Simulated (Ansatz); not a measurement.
Relaxed InN (wurtzite):

```
CELL_PARAMETERS angstrom
      3.53693     0.00000     0.00000
     -1.76847     3.06307     0.00000
      0.00000     0.00000     5.71356
ATOMIC_POSITIONS crystal
  In 0.66667 0.33333 0.00203
  In 0.33333 0.66667 0.50203
  N  0.66667 0.33333 0.62317
  N  0.33333 0.66667 0.12317
```

Scan: atom 1 (In, nearest neighbour N at 2.156 Å; its periodic images, 3.5 Å or more away, move with it) is displaced along Cartesian z, direction (0.000, 0.000, 1.000) in Cartesian axes, by s. The other atoms stay.

Computed with PBEsol (plane waves to 420 eV, PAW, scalar-relativistic; Ansatz, a first-principles code). k mesh 9×9×5 (Γ-centred), Fermi-Dirac smearing 0.05 eV. E stands for the smeared free energy. Left out: 1 of 11 points, with atoms too close for the PAW data. With partly filled bands, energies and forces of such displacements shift with the k mesh and the smearing. At this level the bands of InN touch or barely overlap; measurements give the solid a gap. InN was relaxed with its symmetry unable to fall. ΔE is measured from the undisplaced structure. The last digit holds for this mesh only.

```csv
s (Å),ΔE (meV/cell)
-0.520,4055.5
-0.390,1879.5
-0.260,698.3
-0.130,147.6
0.000,0.0
0.130,107.7
0.260,369.4
0.390,711.7
0.520,1082.2
0.650,1449.8
```

Q: What force constant k = d²E/ds² at s = 0 does the table give?

A: 15 eV/Å². It is the second difference of the nearest points, corrected with the next pair.

Q: With k = 14.86 eV/Å² from the forces, is the well harmonic out to s = 0.650 Å?

A: ½ks² = 3139 meV/cell against the computed 1450 meV/cell, so the well is softer than harmonic there.

(For displaced atoms, the force is minus the slope of the energy, and its curvature is a force constant, which sets phonon frequencies.)
